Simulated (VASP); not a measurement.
A run of VASP 6.6.1 is set up as follows.

INCAR

```
ALGO = Normal
EDIFF = 1E-7
EDIFFG = -0.01
ENCUT = 600
IBRION = 2
ISIF = 2
ISMEAR = 1
LASPH = T
LCHARG = F
LMIXTAU = T
LREAL = F
LWAVE = F
METAGGA = R2SCAN
NELM = 80
NSW = 40
PREC = Accurate
SIGMA = 0.1
```

Contents of KPOINTS:

```
k-points
0
Gamma
  14 14 14
```

Contents of POSCAR:

```
Bi                                      
1.0
   -1.9674599043      1.9674599043      1.9674599043
    1.9674599043     -1.9674599043      1.9674599043
    1.9674599043      1.9674599043     -1.9674599043
  Bi            
     1
Direct
     0.0000000000000000    0.0000000000000000    0.0000000000000000
```

Potentials or basis: VASP PAW PBE potentials, release 64 (Bi_d).

The run is started by

```bash
$ cat potpaw_PBE.64/Bi_d/POTCAR > POTCAR
$ mpirun -np 1 vasp_std > vasp.out
```

Question: Estimate the band gap on the k mesh.

Answer: None (metal or under the smearing width).

Final structure:
```
CELL_PARAMETERS angstrom
-1.96746 1.96746 1.96746
1.96746 -1.96746 1.96746
1.96746 1.96746 -1.96746
ATOMIC_POSITIONS crystal
Bi 0.00000 0.00000 0.00000
```

Caveat: the relaxation stopped at its first step, so nothing moved; spin-orbit coupling is left out, which moves the levels of the heavy elements.
